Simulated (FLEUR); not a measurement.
# Anisotropy of 1 ML Ni on Pt(001), 3 substrate layers with FLEUR, part 2 of 2

Aim: the anisotropy of 1 ML Ni on Pt(001), 3 substrate layers from single passes in the potential of one collinear state.

FLEUR MaX-R8.1; PBE; all-electron FLAPW film, Dirac cores, scalar-relativistic bands.

So far. Step 2 (The magnetic state): After 68 cycles the largest moment stands at 0.825 μB.

## 5. Spin–orbit coupling, moments along z

Level of this step: PBE; all-electron FLAPW film, Dirac cores, scalar-relativistic bands with spin-orbit coupling (FLEUR).

Spin–orbit coupling ties the spins to the lattice and lets orbital moments form.

A new self-consistent run of the start ferro +, with the moments along z. The k list default-1 (kpts.xml, not shown) is a Γ-centred 31×31×1 mesh.

inp.xml

```
<?xml version="1.0" encoding="UTF-8" standalone="no"?>
<fleurInput fleurInputVersion="0.39">
   <comment>
      NiPt3
   </comment>
   <calculationSetup>
      <cutoffs Kmax="3.6" Gmax="10.8" GmaxXC="10.8" numbands="146"/>
      <scfLoop itmax="140" minDistance="0.00002" maxIterBroyd="15" imix="Anderson" alpha="0.03" precondParam="0.0" spinf="2.0" sdNocoIR="T"/>
      <coreElectrons ctail="T" frcor="F" kcrel="0" coretail_lmax="0"/>
      <xcFunctional name="pbe" relativisticCorrections="F"/>
      <magnetism jspins="2"/>
      <soc l_soc="T" theta="0.0" phi="0.0" spav="F"/>
      <expertModes spex="0" secvar="F"/>
      <geometryOptimization l_f="F" forcealpha="1.0" forcemix="BFGS" epsdisp="0.00001" epsforce="0.00001"/>
      <ldaU l_linMix="F" mixParam="0.05" spinf="1.0"/>
   </calculationSetup>
   <cell>
      <bzIntegration valenceElectrons="66.0" mode="hist" fermiSmearingEnergy="0.00183747">
         <kPointListSelection listName="default-1"/>
         <xi:include xmlns:xi="http://www.w3.org/2001/XInclude" href="kpts.xml"> </xi:include>
      </bzIntegration>
      <xi:include xmlns:xi="http://www.w3.org/2001/XInclude" href="sym.xml"> </xi:include>
      <filmLattice scale="1.0" dVac="16.25" dTilda="18.75">
         <bravaisMatrixFilm>
            <row-1>    5.2404580976381219     0.0000000000000000</row-1>
            <row-2>    0.0000000000000000     5.2404580976381219</row-2>
         </bravaisMatrixFilm>
         <vacuumEnergyParameters vacuum="1" spinUp="-.25" spinDown="-.25"/>
         <vacuumEnergyParameters vacuum="2" spinUp="-.25" spinDown="-.25"/>
      </filmLattice>
   </cell>
   <atomSpecies>
      <species name="Platinum (Pt)" element="Pt" atomicNumber="78">
         <mtSphere radius="2.36" gridPoints="781" logIncrement="0.017"/>
         <atomicCutoffs lmax="8" lnonsphr="6"/>
         <electronConfig flipSpins="F">
            <coreConfig>(1s1/2) (2s1/2) (2p1/2) (2p3/2) (3s1/2) (3p1/2) (3p3/2) (4s1/2) (3d3/2) (3d5/2) (4p1/2) (4p3/2) (5s1/2) (4d3/2) (4d5/2) (4f5/2) (4f7/2)</coreConfig>
            <valenceConfig>(5p1/2) (5p3/2) (6s1/2) (5d3/2) (5d5/2)</valenceConfig>
            <stateOccupation state="(6s1/2)" spinUp="0.500000" spinDown="0.500000"/>
            <stateOccupation state="(5d3/2)" spinUp="1.800000" spinDown="1.800000"/>
            <stateOccupation state="(5d5/2)" spinUp="2.700000" spinDown="2.700000"/>
         </electronConfig>
         <energyParameters s="6" p="6" d="5" f="5"/>
         <lo type="SCLO" l="1" n="5" eDeriv="0"/>
      </species>
      <species name="Nickel (Ni1.000" element="Ni" atomicNumber="28">
         <mtSphere radius="2.36" gridPoints="781" logIncrement="0.016"/>
         <atomicCutoffs lmax="8" lnonsphr="6"/>
         <electronConfig flipSpins="F">
            <coreConfig>(1s1/2) (2s1/2) (2p1/2) (2p3/2)</coreConfig>
            <valenceConfig>(3s1/2) (3p1/2) (3p3/2) (4s1/2) (3d3/2) (3d5/2)</valenceConfig>
            <stateOccupation state="(3d3/2)" spinUp="1.6" spinDown="1.6"/>
            <stateOccupation state="(3d5/2)" spinUp="2.9" spinDown="1.9"/>
         </electronConfig>
         <energyParameters s="4" p="4" d="3" f="4"/>
         <lo type="SCLO" l="0" n="3" eDeriv="0"/>
         <lo type="SCLO" l="1" n="3" eDeriv="0"/>
      </species>
   </atomSpecies>
   <atomGroups>
      <atomGroup species="Platinum (Pt)">
         <filmPos label="                   1">.0000000000 .0000000000 -5.3637871323</filmPos>
         <force calculate="T" relaxXYZ="TTT"/>
      </atomGroup>
      <atomGroup species="Platinum (Pt)">
         <filmPos label="                   2">1.000/2.000 1.000/2.000 -1.6582239731</filmPos>
         <force calculate="T" relaxXYZ="TTT"/>
      </atomGroup>
      <atomGroup species="Platinum (Pt)">
         <filmPos label="                   3">.0000000000 .0000000000 2.0473391861</filmPos>
         <force calculate="T" relaxXYZ="TTT"/>
      </atomGroup>
      <atomGroup species="Nickel (Ni1.000">
         <filmPos label="                   4">1.000/2.000 1.000/2.000 5.3637871323</filmPos>
         <force calculate="T" relaxXYZ="TTT"/>
      </atomGroup>
   </atomGroups>
   <output dos="F" band="F" slice="F">
      <bandDOS minEnergy="-.5*Htr" maxEnergy="0.5*Htr" sigma="0.015" storeEVData="T"/>
      <plotting iplot="0" polar="F">
         <plot TwoD="T" vec1="  1.0  0.0  0.0" vec2="  0.0  1.0  0.0" vec3="  0.0  0.0  1.0" zero="  0.0  0.0 -0.5" file="plot"/>
      </plotting>
      <moessbauerParams electricFieldGradient="F" isomerShift="F" coreHyperfine="F" valenceHyperfine="F"/>
   </output>
</fleurInput>
```

crystal.txt

```
NiPt3
&input film=T cartesian=F /
2.77313100000  0.00000000000  0.00000000000
0.00000000000  2.77313100000  0.00000000000
0.00000000000  0.00000000000  1.00000000000
1.8897261246
1.0 1.0 1.0

4
78 0.00000000000  0.00000000000  -5.36378713226
78 0.50000000000  0.50000000000  -1.65822397309
78 0.00000000000  0.00000000000  2.04733918609
28 0.50000000000  0.50000000000  5.36378713226 : 1.000

&soc 0.0000000 0.0000000 /
&kpt div1=31 div2=31 div3=1 gamma=T /
```

The run is started by

```sh
$ OMP_NUM_THREADS=1 inpgen -f crystal.txt > inpgen.log  # inp.xml is then edited as shown
$ OMP_NUM_THREADS=1 mpirun -n 4 fleur_MPI > fleur.log
```

The log of the run:

```text
[banner, memory and clock lines left out]
Welcome to FLEUR        (www.flapw.de)
      MaX-Release 8.1          (www.max-centre.eu)

 ========== k-point set info ==========
 Selected k-point list: default-1
 k-point list type: mesh
 0 x 0 x 0
 Number of k points: 244

 [... set-up left out ...]
 Iteration:     1   Distance:      34.42258660 me/bohr^3
 Iteration:     2   Distance:      19.83392219 me/bohr^3
 Iteration:     3   Distance:      28.97519957 me/bohr^3
 Iteration:     4   Distance:      13.39859835 me/bohr^3
 Iteration:     5   Distance:      14.18036491 me/bohr^3
 Iteration:     6   Distance:      15.68643667 me/bohr^3
 Iteration:     7   Distance:      14.41719209 me/bohr^3
 Iteration:     8   Distance:      10.41099576 me/bohr^3
 Iteration:     9   Distance:       9.66293084 me/bohr^3
 Iteration:    10   Distance:      12.81000027 me/bohr^3
[... 42 iterations left out ...]
 Iteration:    53   Distance:       0.00014589 me/bohr^3
 Iteration:    54   Distance:       0.00031515 me/bohr^3
 Iteration:    55   Distance:       0.00009671 me/bohr^3
 Iteration:    56   Distance:       0.00013383 me/bohr^3
 Iteration:    57   Distance:       0.00006355 me/bohr^3
 Iteration:    58   Distance:       0.00018014 me/bohr^3
 Iteration:    59   Distance:       0.00002998 me/bohr^3
 Iteration:    60   Distance:       0.00002924 me/bohr^3
 Iteration:    61   Distance:       0.00002242 me/bohr^3
 Iteration:    62   Distance:       0.00001881 me/bohr^3

 ********************************************************************
 Run finished successfully
 Stop message:
   all done
 ********************************************************************

--- out.xml (last complete iteration) ---
<iteration numberForCurrentRun="   62" overallNumber="   62">
         [... left out ...]
         <bandgap value="0.0001685936" units="eV"/>
         <sumValenceSingleParticleEnergies value="-72.0426063722" units="Htr"/>
         <FermiEnergy value="-0.1714016594" units="Htr"/>
         [... left out ...]
         <magneticMomentsInMTSpheres units="muBohr">
            <globalMagMoment atomType="1" vec="0.00000   0.00000   0.05225"/>
            <globalMagMoment atomType="2" vec="0.00000   0.00000   0.13308"/>
            <globalMagMoment atomType="3" vec="0.00000   0.00000   0.25908"/>
            <globalMagMoment atomType="4" vec="0.00000   0.00000   0.82728"/>
         </magneticMomentsInMTSpheres>
         <orbitalMomentsInMTSpheres units="muBohr">
            <globalMagMoment atomType="1" vec="0.00000   0.00000   0.01442"/>
            <globalMagMoment atomType="2" vec="0.00000   0.00000   0.01276"/>
            <globalMagMoment atomType="3" vec="0.00000   0.00000   0.05555"/>
            <globalMagMoment atomType="4" vec="0.00000   0.00000   0.06920"/>
         </orbitalMomentsInMTSpheres>
         [... left out ...]
         <totalEnergy value="   -56861.0758800828" units="Htr">
            <sumOfEigenvalues value="   -35007.2921713952">
               <coreElectrons value="-34935.2495650230"/>
               <valenceElectrons value="-72.0426063722"/>
            </sumOfEigenvalues>
         [... left out ...]
            <freeEnergy value="-56861.0780371831"/>
            <extrapolationTo0K value="-56861.0769586330"/>
         </totalEnergy>
         <densityConvergence units="me/bohr^3">
            <chargeDensity spin="1" distance="0.0000083178"/>
            <chargeDensity spin="2" distance="0.0000140028"/>
            <overallChargeDensity distance="0.0000132935"/>
            <spinDensity distance="0.0000188099"/>
         </densityConvergence>
      </iteration>
```

The job ended after 47 min (4 MPI ranks of Arm Neoverse V1, shared host; peak memory 1.4 GiB; 3.1 h of CPU time).

Spin moment in the muffin-tin sphere by atom:

| atom | spin moment in the muffin-tin sphere (μB) |
| --- | --- |
| Pt1 | 0.052 |
| Pt2 | 0.133 |
| Pt3 | 0.259 |
| Ni4 | 0.827 |

Read from the output:

```
free energy                                                       : -1547268.7568 eV
program's band gap on this mesh (in a metal only a level spacing) : 1.69e-4 eV
magnetization                                                     : 1.224 μB
final state                                                       : ferromagnetic
orbital moment along the spin                                     : 0.0692 μB
```

Orbital moment in the sphere, along the spin axis by atom:

| atom | orbital moment in the sphere, along the spin axis (μB) |
| --- | --- |
| Pt1 | 0.0144 |
| Pt2 | 0.0128 |
| Pt3 | 0.0556 |
| Ni4 | 0.0692 |

## 6. Outcome

```json
{
  "reference state": "ferromagnetic",
  "largest sphere moment": "0.825 μB",
  "easy direction of those tried": "the plane normal to z",
  "energy along x less z, force theorem": "-0.480 meV a primitive cell",
  "orbital moment on the atom of largest spin, along its spin (spin–orbit run)": "0.0692 μB"
}
```

**Reading.** By the force theorem the moments prefer the plane normal to z, with no direction in it resolved; shape anisotropy is not in it, and in a film it favours the plane. The difference for the second direction goes from -0.72 meV (mesh 18×18×1, 146 states, 14 min of CPU time) to -0.48 meV (mesh 28×28×1, 146 states, 34 min), so it is not converged. The orbital moment is parallel to the spin, as Hund's third rule has it for a shell over half filled. The state was typed, and no other order was converged beside it, so it need not be the ground state. A substrate of 3 unrelaxed layers is a model; thickness and relaxation can move these numbers.

[Logs and program files are shortened in this print: banners, set-up blocks, solver, clock and traceback lines can be left out without a mark of their own.]

[Logs are printed without paths, hosts, clocks, repeated set-up lines and the standing remarks that a program may print on its own settings, such as how far it seeks lower states.]

[Hosts, paths, dates, database ids (printed as entryN), source tags and the programs' standing remarks are cut or masked in the printed files.]

[Where a cell is said to come from a database of computed structures, the database is the Materials Project.]
